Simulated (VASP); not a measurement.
# CuAu (P4/mmm) in VASP: further runs, part 2 of 2

VASP 6.6.1. The steps go on from the part before.

### 4 Single point, PBE

INCAR

```
SYSTEM = CuAu
PREC = Accurate
ENCUT = 520
EDIFF = 1E-6
ISMEAR = 0
SIGMA = 0.1
LREAL = .False.
LASPH = .True.
NELM = 100
ALGO = Fast
ISIF = 2
LWAVE = .False.
LCHARG = .False.
GGA = PE
NBANDS = 18
```

KPOINTS

```
regular mesh
0
Gamma
  14 14 12
  0 0 0
```

POSCAR

```
CuAu
1.0
    2.8920326470      0.0000000000      0.0000000000
    0.0000000000      2.8920326470      0.0000000000
    0.0000000000      0.0000000000      3.5876026256
Cu Au
1 1
Direct
    0.5000000000      0.5000000000      0.5000000000
    0.0000000000      0.0000000000      0.0000000000
```

Potentials or basis: VASP PAW PBE potentials, release 64 (Cu, Au).

On the command line:

```bash
$ cat potpaw_PBE.64/Cu/POTCAR potpaw_PBE.64/Au/POTCAR > POTCAR
$ mpirun -np 1 vasp_std > vasp.out
```

OUTCAR:

```text
SYSTEM = CuAu
   PREC = Accurate
   ENCUT = 520
   EDIFF = 1E-6
   ISMEAR = 0
   LREAL = .False.
   LASPH = .True.
   NELM = 100
   ISIF = 2
   GGA = PE

 ion  position               nearest neighbor table
   1  0.500  0.500  0.500-   2 2.72   2 2.72   2 2.72   2 2.72   2 2.72   2 2.72   2 2.72   2 2.72

   2  0.000  0.000  0.000-   1 2.72   1 2.72   1 2.72   1 2.72   1 2.72   1 2.72   1 2.72   1 2.72

  LATTYP: Found a simple tetragonal cell.
 ALAT       =     2.8920326470
 C/A-ratio  =     1.2405124919

  Lattice vectors:

 A1 = (   2.8920326470,   0.0000000000,   0.0000000000)
 A2 = (   0.0000000000,   2.8920326470,   0.0000000000)
 A3 = (   0.0000000000,   0.0000000000,   3.5876026256)

Analysis of symmetry for initial positions (statically):
=====================================================================
 Subroutine PRICEL returns:
 Original cell was already a primitive cell.

 Routine SETGRP: Setting up the symmetry group for a
 simple tetragonal supercell.

 Subroutine GETGRP returns: Found 16 space group operations
 (whereof 16 operations were pure point group operations)
 out of a pool of 16 trial point group operations.

The static configuration has the point symmetry D_4h.
[... 163 lines left out ...]

 E-fermi :   8.2880     XC(G=0): -12.4875

 val. band max:        8.2590489034   @ k =   0.5000   0.3571   0.0000
 cond. band min:       8.2925495757   @ k =   0.3571   0.1429   0.5000
 fundamental gap:      0.0335006723
 Fermi energy:         8.2879972001

 k-point     1 :       0.0000    0.0000    0.0000
  band No.  band energies     occupation
      1      -1.1828      2.00000
      2       2.0363      2.00000
      3       2.1497      2.00000
      4       4.2881      2.00000
      5       4.2881      2.00000
      6       5.1566      2.00000
[... 481 lines left out ...]
      5       3.7954      2.00000
      6       4.7433      2.00000
[... 10 lines left out ...]
     17      22.3442      0.00000
     18      22.6760      0.00000

 [... further k-points ...]

------------------------ aborting loop because EDIFF is reached ----------------------------------------

  FORCE on cell =-STRESS in cart. coord.  units (eV):
  Direction    XX          YY          ZZ          XY          YZ          ZX
  --------------------------------------------------------------------------------------
  -------------------------------------------------------------------------------------
  Total        0.0131995      0.0131995      0.0181044      0.0000000      0.0000000      0.0000000
  in kB        0.7047880      0.7047880      0.9666838      0.0000000      0.0000000      0.0000000
  external PRESSURE =       0.7920866 kB  Pullay stress =       0.0000000 kB

 VOLUME and BASIS-vectors are now :
 -----------------------------------------------------------------------------
  energy-cutoff  :      520.00
  volume of cell :       30.01
      direct lattice vectors                 reciprocal lattice vectors
     2.892032647  0.000000000  0.000000000     0.345777563  0.000000000  0.000000000
     0.000000000  2.892032647  0.000000000     0.000000000  0.345777563  0.000000000
     0.000000000  0.000000000  3.587602626     0.000000000  0.000000000  0.278737671

 POSITION                                       TOTAL-FORCE (eV/Angst)
 -----------------------------------------------------------------------------------
      1.44602      1.44602      1.79380         0.000000      0.000000      0.000000
      0.00000      0.00000      0.00000         0.000000      0.000000      0.000000
 -----------------------------------------------------------------------------------
    total drift:                                0.000000      0.000000     -0.000000

  FREE ENERGIE OF THE ION-ELECTRON SYSTEM (eV)
  ---------------------------------------------------
  free  energy   TOTEN  =        -7.0699694130 eV

  energy  without entropy=       -7.0679981571  energy(sigma->0) =       -7.06898379
```

OSZICAR:

```text
N       E                     dE             d eps       ncg     rms          rms(c)
DAV:   1     0.130189401838E+03    0.13019E+03   -0.10935E+04  9742   0.171E+03
DAV:   2    -0.263663672689E+01   -0.13283E+03   -0.12440E+03  9196   0.298E+02
DAV:   3    -0.796241187369E+01   -0.53258E+01   -0.52076E+01 10616   0.698E+01
DAV:   4    -0.803668865237E+01   -0.74277E-01   -0.74221E-01 11222   0.686E+00
DAV:   5    -0.803865674364E+01   -0.19681E-02   -0.19680E-02 11626   0.115E+00    0.109E+01
RMM:   6    -0.756960170597E+01    0.46906E+00   -0.48810E+00 10453   0.355E+01    0.585E+00
RMM:   7    -0.712529017997E+01    0.44431E+00   -0.17702E+00 10368   0.194E+01    0.501E+00
RMM:   8    -0.707357019333E+01    0.51720E-01   -0.17856E-01 10711   0.522E+00    0.230E+00
RMM:   9    -0.708158809865E+01   -0.80179E-02   -0.62486E-02 10774   0.441E+00    0.963E-01
RMM:  10    -0.707012562133E+01    0.11462E-01   -0.51230E-02 11225   0.321E+00    0.281E-01
RMM:  11    -0.707015934904E+01   -0.33728E-04   -0.65080E-03 12261   0.824E-01    0.199E-01
RMM:  12    -0.707015624621E+01    0.31028E-05   -0.10133E-03 11884   0.296E-01    0.113E-01
RMM:  13    -0.706997187110E+01    0.18438E-03   -0.57333E-04 11011   0.355E-01    0.772E-02
RMM:  14    -0.706997076466E+01    0.11064E-05   -0.12447E-04 11818   0.965E-02    0.307E-02
RMM:  15    -0.706996901912E+01    0.17455E-05   -0.17691E-05 12082   0.496E-02    0.665E-03
RMM:  16    -0.706996941303E+01   -0.39391E-06   -0.41995E-06  8379   0.160E-02
   1 F= -.70699694E+01 E0= -.70689838E+01  d E =-.197126E-02
```

It took 1.9 min on 1 thread of Intel Xeon Platinum 8259CL at 2.50GHz (Skylake/Cascade Lake), shared host; peak memory 0.25 GiB.

What came out:

```yaml
Free_energy: -7.0700 eV
Pressure: 0.1 GPa
Band_gap_on_the_k_mesh: none (metal or under the smearing width)
```

The run has no spin-orbit coupling, so splittings on Au are missing.

### 5 Single point, PBE

This run uses another cell than the first one, of 14.56 Å³/atom, 0.970 times its volume.

INCAR

```
PREC     = Accurate       # precision mode
ENCUT    = 520            # plane-wave cutoff, eV
EDIFF    = 1E-7           # SCF threshold, eV
ISMEAR   = 0              # smearing method
SIGMA    = 0.1            # smearing width, eV
LREAL    = F              # projectors in reciprocal space
LASPH    = T              # aspherical terms in the spheres
NELM     = 100            # most SCF steps
ALGO     = Normal         # electronic algorithm
ISIF     = 2              # what is computed and relaxed
LWAVE    = F              # write WAVECAR
LCHARG   = T              # write CHGCAR
GGA      = PE             # functional
LELF     = T              # ELF
LVHAR    = T            
NBANDS   = 18             # bands
```

KPOINTS

```
regular mesh
0
Gamma
  6 6 6
```

POSCAR

```
CuAu
1.0
    2.8107494552      0.0000000000      0.0000000000
    0.0000000000      2.8107494552      0.0000000000
    0.0000000000      0.0000000000      3.6850000000
Cu Au
1 1
Direct
    0.5000000000      0.5000000000      0.5000000000
    0.0000000000      0.0000000000      0.0000000000
```

On the command line:

```bash
$ cat potpaw_PBE.64/Cu/POTCAR potpaw_PBE.64/Au/POTCAR > POTCAR
$ mpirun -np 1 vasp_std > vasp.out
```

Wall time 20 s (1 thread of Intel Xeon Platinum 8259CL at 2.50GHz (Skylake/Cascade Lake), shared host); peak memory 0.16 GiB.

It converged, with:

```
Free energy            : -7.0055 eV
Pressure               : 5.3 GPa
Band gap on the k mesh : none (metal or under the smearing width)
```

Stress tensor (GPa, compression positive):
```
6.33 0.00 0.00
0.00 6.33 0.00
0.00 0.00 3.13
```

Levels at points of the mesh, in eV from the Fermi level:
```csv
k point,band 8,band 9,band 10,band 11,band 12,band 13,band 14,band 15
"(0.00, 0.00, 0.00)",-2.18,-1.73,-1.51,-1.51,2.06,7.99,9.98,9.98
"(0.50, 0.00, 0.00)",-2.99,-2.43,-2.22,-0.90,-0.19,9.37,9.45,11.28
"(0.50, 0.50, 0.00)",-1.67,-1.41,-1.41,0.63,0.63,5.10,6.82,10.05
"(0.00, 0.00, 0.50)",-2.79,-2.38,-2.36,-2.36,-2.01,14.32,14.54,14.54
"(0.50, 0.00, 0.50)",-1.76,-1.63,-1.59,-1.09,-1.08,2.63,4.35,15.84
"(0.50, 0.50, 0.50)",-2.18,-1.69,-1.66,5.33,5.46,5.46,6.12,6.86
```

Caveat: the k mesh is coarse (spacing up to 0.37 Å⁻¹), so the values aren't converged. The run has no spin-orbit coupling, so splittings on Au are missing.

### 6 Overview

| task | cell | k mesh | cutoff (eV) | mesh quality | gap on the mesh (eV) | pressure (GPa) |
| --- | --- | --- | --- | --- | --- | --- |
| single point | P4/mmm, 15.0 Å³/atom | 14 × 14 × 12 | 520 | not flagged | none | 0.1 |
| relaxation of cell and atoms | relaxed | 14 × 14 × 12 | 600 | not flagged | none | 0.0 |
| single point | P4/mmm, 14.56 Å³/atom | 6 × 6 × 6 | 520 | coarse | none | 5.3 |

Alike in all rows: level PBE; potentials or basis VASP PAW PBE potentials, release 64 (Cu, Au); no spin polarisation; smearing gaussian 0.1 eV.

Caveats: some runs use coarse meshes.

Total energies depend on the potentials used, so only differences within one code and one set of settings carry meaning.
